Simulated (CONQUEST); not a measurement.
# GaP (F-43m) in CONQUEST: a series of runs

The runs below take GaP through equation of state, with LDA.

All numbers are computed with CONQUEST 1.3; they aren't measurements. Logs are shortened: lines on timing, memory, paths and dates and some standing lists are left out, and cuts for length are marked.

**Measured values to compare with.**

From “Phosphorous dimerization in GaP at high pressure”, 2017, arxiv:1709.06667, for a bulk crystal of GaP: bulk modulus 87.5 ± 0.6 GPa.

How close the calculation comes is told below.

**1. The crystal as given**

The structure is cubic, space group F-43m (No. 216). Conventional cell: a = 5.451 Å, b = 5.451 Å, c = 5.451 Å, α = 90.00°, β = 90.00°, γ = 90.00°. Ga (site symmetry -43m) is surrounded by 4 P at 2.36 Å. Around P (site symmetry -43m) lie 4 Ga at 2.36 Å.

**2. Equation of state, LDA, 19.03 Å³/atom (volume scaled by 0.94)**

Input file Conquest_input:

```
IO.Title GaP
IO.Coordinates coords.dat
IO.FractionalAtomicCoords T
IO.Iprint 2
IO.Iprint_init 1
General.NumberOfSpecies 2
General.PseudopotentialType hamann
AtomMove.TypeOfRun static
AtomMove.FullStress T
Grid.PointsAlongX 36
Grid.PointsAlongY 36
Grid.PointsAlongZ 60
DM.SolutionMethod diagon
Diag.MPMesh T
Diag.GammaCentred T
Diag.MPMeshX 7
Diag.MPMeshY 7
Diag.MPMeshZ 5
Diag.kT 0.00183747
minE.SCTolerance 1e-6
SC.MaxIters 100
IO.AtomChargeOutput T
%block ChemicalSpeciesLabel
1 69.720 Ga
2 30.970 P
%endblock
```

Input file coords.dat:

```
    7.1344883162     0.0000000000     0.0000000000
    0.0000000000     7.1344883162     0.0000000000
    0.0000000000     0.0000000000    10.0896901371
4
  0.0000000000   0.0000000000   0.0000000000 1 T T T
  0.5000000000   0.5000000000   0.5000000000 1 T T T
  0.0000000000   0.5000000000   0.2500000000 2 T T T
  0.5000000000   0.0000000000   0.7500000000 2 T T T
```

Potentials or basis: PseudoDojo NC LDA, DZP, grid of 36 × 36 × 60 points.

Command:

```console
Conquest
```

What it wrote:

```text
Simulation cell dimensions:     7.1345 a0 x     7.1345 a0 x    10.0897 a0

      Atomic coordinates (a0)
         Atom         X         Y         Z  Species
            1    0.0000    0.0000    0.0000        1
            2    3.5672    3.5672    5.0448        1
            3    0.0000    3.5672    2.5224        2
            4    3.5672    0.0000    7.5673        2

         Monkhorst-Pack mesh:   7 x   7 x   5 gamma-centred
        This calculation includes non-local pseudopotentials,
         with a maximum core radius of      7.96143864

    Job title: GaP
    Job to be run: static calculation

    Ground state search:
      Support functions represented with PAO basis
      1:1 PAO to SF mapping
      Non-spin-polarised electrons
      Solving for the K matrix using diagonalisation
      Using Fermi-Dirac smearing

    Integration grid size:     36 x   36 x   60

    Integration grid spacing:  0.198 a0 x 0.198 a0 x 0.168 a0

    Number of species:  2
    --------------------------------------------------------
    |   #  mass (au)  Charge (e)  SF Rad (a0)  NSF  Label  |
    --------------------------------------------------------
    |   1     69.720      13.000        8.324   18  Ga     |
    |   2     30.970       5.000        6.936   13  P      |
    --------------------------------------------------------
          SCF tolerance:                 0.00000100
          SCF iterations:               100

    LibXC version:  6. 2. 2
    Using the LDA functional Slater exchange
    Using the LDA functional Perdew & Wang

           radial cut-off to be used is taken to be max PAO cut-off radius for this species:    7.961439

           greatest ang. mom. for making density from PAOs:  2

           radial cut-off to be used is taken to be max PAO cut-off radius for this species:    6.725484

           greatest ang. mom. for making density from PAOs:  2
    Minimum blocs/proc is     1215. Maximum blocs/proc is     1215
    set_atom_dens: In set_atomic_density, electrons :      36.000000000000
 matrix_size & matrix_size_padH =           62          62

    Screened ion int: energy:    -132.253404895623 Ha

    new_SC_potl: Starting.  Tolerance:  0.10000E-05

    PulayMixSC: Starting Pulay mixing, A_up =  0.500 A_dn =  0.500
    PulayMixSC: Spin non-polarised calculation.
          Harris-Foulkes Energy            :      -166.691061176447818 Ha
          (TS=0 as O(N) or entropic contribution is negligible)
          DFT Total Energy                 :      -166.639862352990690 Ha
          Total number of electrons        :        35.999999999998622
    PulayMixSC: Pulay iteration     1 residual:              0.31601E-02
          Harris-Foulkes Energy            :      -166.665348181510524 Ha
          (TS=0 as O(N) or entropic contribution is negligible)
          DFT Total Energy                 :      -166.663619762657675 Ha
          Total number of electrons        :        36.000023835075098
    PulayMixSC: Pulay iteration     2 residual:              0.11085E-02
          Harris-Foulkes Energy            :      -166.664104790449699 Ha
          (TS=0 as O(N) or entropic contribution is negligible)
          DFT Total Energy                 :      -166.663907169601828 Ha
          Total number of electrons        :        36.000035217448641
    PulayMixSC: Pulay iteration     3 residual:              0.41763E-03
          Harris-Foulkes Energy            :      -166.663934495813379 Ha
          (TS=0 as O(N) or entropic contribution is negligible)
          DFT Total Energy                 :      -166.663932374288606 Ha
          Total number of electrons        :        36.000042526253594
    PulayMixSC: Pulay iteration     4 residual:              0.53090E-04
          Harris-Foulkes Energy            :      -166.663932719023933 Ha
          (TS=0 as O(N) or entropic contribution is negligible)
          DFT Total Energy                 :      -166.663932667169803 Ha
          Total number of electrons        :        36.000043145268158
    PulayMixSC: Pulay iteration     5 residual:              0.45179E-05
          Harris-Foulkes Energy            :      -166.663932678481956 Ha
          (TS=0 as O(N) or entropic contribution is negligible)
          DFT Total Energy                 :      -166.663932677943365 Ha
          Total number of electrons        :        36.000043196128473
    PulayMixSC: Pulay iteration     6 residual:              0.54749E-06
    PulayMixSC: Reached SCF tolerance of  0.54749E-06 after      6 iterations
      | Number of electrons      =        36.000043
      |* band energy as 2Tr[K.H] =       -21.348158885938595 Ha
      |  screened ion-ion energy =      -132.253404895622651 Ha
      |  Ha correction           =         0.859125634352755 Ha
      |  XC correction           =       -13.921497285230721 Ha
      |* Harris-Foulkes energy   =      -166.663932678481956 Ha
      |* DFT total energy        =      -166.663932677943365 Ha
      |  estimated accuracy      =        -0.000000000538591 Ha

    force: Forces on atoms (Ha/a0)
    force:  Atom   X              Y              Z
    force:     1   0.0000000000   0.0000000000   0.0000000000
    force:     2   0.0000000000   0.0000000000   0.0000000000
    force:     3  -0.0000000000  -0.0000000000   0.0000000000
    force:     4  -0.0000000000  -0.0000000000  -0.0000000000

    force: Maximum force :        0.00000000(Ha/a0) on atom         2 in z direction
    force: Force Residual:        0.00000000 Ha/a0
    force: Total stress:         -3.74889698     0.00000000     0.00000000 GPa
                             0.00000000    -3.74889698     0.00000000
                             0.00000000     0.00000000    -3.69157158
    force: Average pressure:      3.72978851 GPa

    force: Finished force
    get_E_and_F: Change in energy during last step of electronic optimisation:  0.40542E-07

    BIBLIOGRAPHY: Please consider citing the following references in the conquest.bib file

    CONQUEST:         Bowler2002pt, Miyazaki2004, Nakata2020
    Basis:            Bowler2019
    DM:               Bowler:2006xr
    Pseudopotentials: Hamann2013, Bowler2019
    XC references from LibXC:
      P. A. M. Dirac.,  Math. Proc. Cambridge Philos. Soc. 26, 376 (1930)
```

It took 40 s on 1 thread of AMD EPYC 9R45 (Zen 5), shared host; peak memory 0.75 GiB.

What came out:

| Quantity | Value |
| --- | --- |
| Free energy | -4535.1566 eV |
| Pressure | 3.7 GPa |
| Band gap on the k mesh | 1.29 eV |
| Mulliken charges | Ga +0.59; P -0.59 e |

Caveat: Mulliken charges move with the basis; an odd mesh through Γ misses points on the zone boundary, where band edges often lie; the basis of atomic orbitals isn't converged, which shifts pressures, moduli and gaps.

**3. Equation of state, LDA, 19.43 Å³/atom (volume scaled by 0.96)**

Conquest_input is that of step 2.

Input file coords.dat:

```
    7.1847328471     0.0000000000     0.0000000000
    0.0000000000     7.1847328471     0.0000000000
    0.0000000000     0.0000000000    10.1607466341
4
  0.0000000000   0.0000000000   0.0000000000 1 T T T
  0.5000000000   0.5000000000   0.5000000000 1 T T T
  0.0000000000   0.5000000000   0.2500000000 2 T T T
  0.5000000000   0.0000000000   0.7500000000 2 T T T
```

Potentials or basis: PseudoDojo NC LDA, DZP, grid of 36 × 36 × 60 points.

Command:

```console
Conquest
```

Wall time 37 s (1 thread of AMD EPYC 9R45 (Zen 5), shared host); peak memory 0.72 GiB.

The run converged. Its results:

```
Free energy            : -4535.1830 eV
Pressure               : 1.6 GPa
Band gap on the k mesh : 1.33 eV
Mulliken charges       : Ga +0.60; P -0.60 e
```

Caveat: Mulliken charges move with the basis; an odd mesh through Γ misses points on the zone boundary, where band edges often lie; the basis of atomic orbitals isn't converged, which shifts pressures, moduli and gaps.

**4. Equation of state, LDA, 19.84 Å³/atom (volume scaled by 0.98)**

Conquest_input is that of step 3.

Input file coords.dat:

```
    7.2342842946     0.0000000000     0.0000000000
    0.0000000000     7.2342842946     0.0000000000
    0.0000000000     0.0000000000    10.2308229632
4
  0.0000000000   0.0000000000   0.0000000000 1 T T T
  0.5000000000   0.5000000000   0.5000000000 1 T T T
  0.0000000000   0.5000000000   0.2500000000 2 T T T
  0.5000000000   0.0000000000   0.7500000000 2 T T T
```

Command:

```console
Conquest
```

Wall time 37 s (1 thread of AMD EPYC 9R45 (Zen 5), shared host); peak memory 0.72 GiB.

Results (log left out):

```yaml
Free_energy: -4535.1896 eV
Pressure: -0.3 GPa
Band_gap_on_the_k_mesh: 1.37 eV
Mulliken_charges: Ga +0.61; P -0.61 e
```

Caveat: Mulliken charges move with the basis; an odd mesh through Γ misses points on the zone boundary, where band edges often lie; the basis of atomic orbitals isn't converged, which shifts pressures, moduli and gaps; the real-space grid breaks the cell's symmetry a little.

**5. Equation of state, LDA, 20.24 Å³/atom**

Conquest_input is that of step 4.

Input file coords.dat:

```
    7.2831660767     0.0000000000     0.0000000000
    0.0000000000     7.2831660767     0.0000000000
    0.0000000000     0.0000000000    10.2999522423
4
  0.0000000000   0.0000000000   0.0000000000 1 T T T
  0.5000000000   0.5000000000   0.5000000000 1 T T T
  0.0000000000   0.5000000000   0.2500000000 2 T T T
  0.5000000000   0.0000000000   0.7500000000 2 T T T
```

Command:

```console
Conquest
```

Run time: 38 s. Hardware: 1 thread of AMD EPYC 9R45 (Zen 5), shared host; peak memory 0.72 GiB.

It converged, with:

```yaml
Free_energy: -4535.1789 eV
Pressure: -1.9 GPa
Band_gap_on_the_k_mesh: 1.40 eV
Mulliken_charges: Ga +0.60; P -0.60 e
```

Caveat: Mulliken charges move with the basis; an odd mesh through Γ misses points on the zone boundary, where band edges often lie; the basis of atomic orbitals isn't converged, which shifts pressures, moduli and gaps; the real-space grid breaks the cell's symmetry a little.

**6. Equation of state, LDA, 20.65 Å³/atom (volume scaled by 1.02)**

Conquest_input is that of step 5.

Input file coords.dat:

```
    7.3314003704     0.0000000000     0.0000000000
    0.0000000000     7.3314003704     0.0000000000
    0.0000000000     0.0000000000    10.3681658345
4
  0.0000000000   0.0000000000   0.0000000000 1 T T T
  0.5000000000   0.5000000000   0.5000000000 1 T T T
  0.0000000000   0.5000000000   0.2500000000 2 T T T
  0.5000000000   0.0000000000   0.7500000000 2 T T T
```

Potentials or basis: PseudoDojo NC LDA, DZP, grid of 36 × 36 × 60 points.

Command:

```console
Conquest
```

It took 38 s on 1 thread of AMD EPYC 9R45 (Zen 5), shared host; peak memory 0.72 GiB.

The run converged. Its results:

```yaml
Free_energy: -4535.1508 eV
Pressure: -3.6 GPa
Band_gap_on_the_k_mesh: 1.43 eV
Mulliken_charges: Ga +0.60; P -0.60 e
```

Caveat: Mulliken charges move with the basis; an odd mesh through Γ misses points on the zone boundary, where band edges often lie; the basis of atomic orbitals isn't converged, which shifts pressures, moduli and gaps.

**7. Equation of state, LDA, 21.05 Å³/atom (volume scaled by 1.04)**

Conquest_input is that of step 6.

Input file coords.dat:

```
    7.3790082002     0.0000000000     0.0000000000
    0.0000000000     7.3790082002     0.0000000000
    0.0000000000     0.0000000000    10.4354934731
4
  0.0000000000   0.0000000000   0.0000000000 1 T T T
  0.5000000000   0.5000000000   0.5000000000 1 T T T
  0.0000000000   0.5000000000   0.2500000000 2 T T T
  0.5000000000   0.0000000000   0.7500000000 2 T T T
```

Command:

```console
Conquest
```

Run time: 33 s. Hardware: 1 thread of AMD EPYC 9R45 (Zen 5), shared host; peak memory 0.67 GiB.

Results (log left out):

| Quantity | Value |
| --- | --- |
| Free energy | -4535.1069 eV |
| Pressure | -4.9 GPa |
| Band gap on the k mesh | 1.35 eV |
| Mulliken charges | Ga +0.60; P -0.60 e |

Caveat: Mulliken charges move with the basis; an odd mesh through Γ misses points on the zone boundary, where band edges often lie; the basis of atomic orbitals isn't converged, which shifts pressures, moduli and gaps.

**8. Equation of state, LDA, 21.45 Å³/atom (volume scaled by 1.06)**

Conquest_input is that of step 7.

Input file coords.dat:

```
    7.4260095196     0.0000000000     0.0000000000
    0.0000000000     7.4260095196     0.0000000000
    0.0000000000     0.0000000000    10.5019633765
4
  0.0000000000   0.0000000000   0.0000000000 1 T T T
  0.5000000000   0.5000000000   0.5000000000 1 T T T
  0.0000000000   0.5000000000   0.2500000000 2 T T T
  0.5000000000   0.0000000000   0.7500000000 2 T T T
```

Command:

```console
Conquest
```

Run time: 33 s. Hardware: 1 thread of AMD EPYC 9R45 (Zen 5), shared host; peak memory 0.67 GiB.

The run converged. Its results:

- Free energy: -4535.0509 eV
- Pressure: -6.1 GPa
- Band gap on the k mesh: 1.18 eV
- Mulliken charges: Ga +0.59; P -0.59 e

Caveat: Mulliken charges move with the basis; an odd mesh through Γ misses points on the zone boundary, where band edges often lie; the basis of atomic orbitals isn't converged, which shifts pressures, moduli and gaps; the real-space grid breaks the cell's symmetry a little.

**9. Equation of state, LDA**

Potentials or basis: PseudoDojo NC LDA, DZP, grid of 36 × 36 × 60 points.

No new run: the results of the series are fitted here.

Results:

- Equilibrium volume: 19.78 Å³/atom
- Bulk modulus: 89 GPa
- Pressure derivative of the bulk modulus: 3.5 (rough: it moves with the points fitted)

Energy against volume, from the lowest point:
| volume (Å³/atom) | energy (meV/atom) |
| --- | --- |
| 19.026 | 8.24 |
| 19.431 | 1.65 |
| 19.836 | 0.00 |
| 20.240 | 2.68 |
| 20.645 | 9.70 |
| 21.050 | 20.68 |
| 21.455 | 34.67 |

Caveat: the DZP basis gives volumes some 2 % larger than converged bases do, and moduli off by several per cent; the basis of atomic orbitals isn't converged, which shifts pressures, moduli and gaps. LDA usually gives volumes a few per cent too small.

**10. Comparison with measurements**

Step 9. A measured bulk modulus of GaP is 87.5 GPa (“Phosphorous dimerization in GaP at high pressure”, 2017, arxiv:1709.06667); the calculated 89 GPa misses it by +1.4 %. The fit is for a static lattice scaled at fixed shape and fixed fractional positions.
